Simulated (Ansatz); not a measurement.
Runs of Ansatz 0.2.0 on HgTe (Coloradoite). Symmetry: F-43m, No. 216, cubic system. Conventional cell: a = 6.429 Å, b = 6.429 Å, c = 6.429 Å, α = 90.00°, β = 90.00°, γ = 90.00°. Hg (site symmetry -43m) has 4 Te at 2.78 Å as nearest neighbours. Te (site symmetry -43m) is surrounded by 4 Hg at 2.78 Å. 

```tsv
task	level	cell	k mesh	smearing	points for each segment of the path	mesh quality	gap on the mesh (eV)	pressure (GPa)	relaxed volume (Å³/atom)
single point	PBE	as given	7 × 7 × 7	gaussian 0.025 eV	-	not flagged	none	(b)	-
band structure	PBEsol	as given	7 × 7 × 7	fermi-dirac 0.05 eV	14	not flagged	none	1.8	-
density of states	PBEsol	as given	6 × 6 × 6	fermi-dirac 0.05 eV	-	not flagged	none	1.8	-
relaxation of cell and atoms	BLYP+D3(BJ)	relaxed	7 × 7 × 7	fermi-dirac 0.05 eV	-	not flagged	-	0.0	35.39
band structure	HSE06	as given	4 × 4 × 4	fermi-dirac 0.05 eV	4	coarse	none	-	-
relaxation of cell and atoms	PBEsol+D3(BJ)	relaxed	7 × 7 × 7	fermi-dirac 0.05 eV	-	not flagged	none	0.0	33.22
relaxation of cell and atoms	HSE06	relaxed	4 × 4 × 4	fermi-dirac 0.05 eV	-	coarse	none	-	35.71
band structure	RPBE	as given	4 × 4 × 4	fermi-dirac 0.05 eV	14	coarse	none	(a)	-
```

Alike in all rows: potentials or basis Ansatz PAW; no spin polarisation; cutoff (eV) 420.

Problem. Fill in the values left out.

Solution. (a) 6.7; (b) 4.6.

Caveats: some runs use coarse meshes; the PAW data sets come from PBE, with cores solved anew for the run's functional, which leaves a small shift of forces and pressure (some runs); the plane-wave basis is chosen anew once the cell has moved, so the energies of steps on either side of that aren't comparable (some runs); the potentials were made for another functional, which shifts forces and pressure (some runs); the density of states is complete only up to the lowest level of the last band computed (some runs); pairwise dispersion overbinds metals, which lowers pressure and volume (some runs).

A k mesh can miss the band edges, and the runs leave out spin-orbit coupling on Hg, Te.

A gap of «none» marks a metal or a gap under the smearing width.

Not every run made on this cell is shown here.
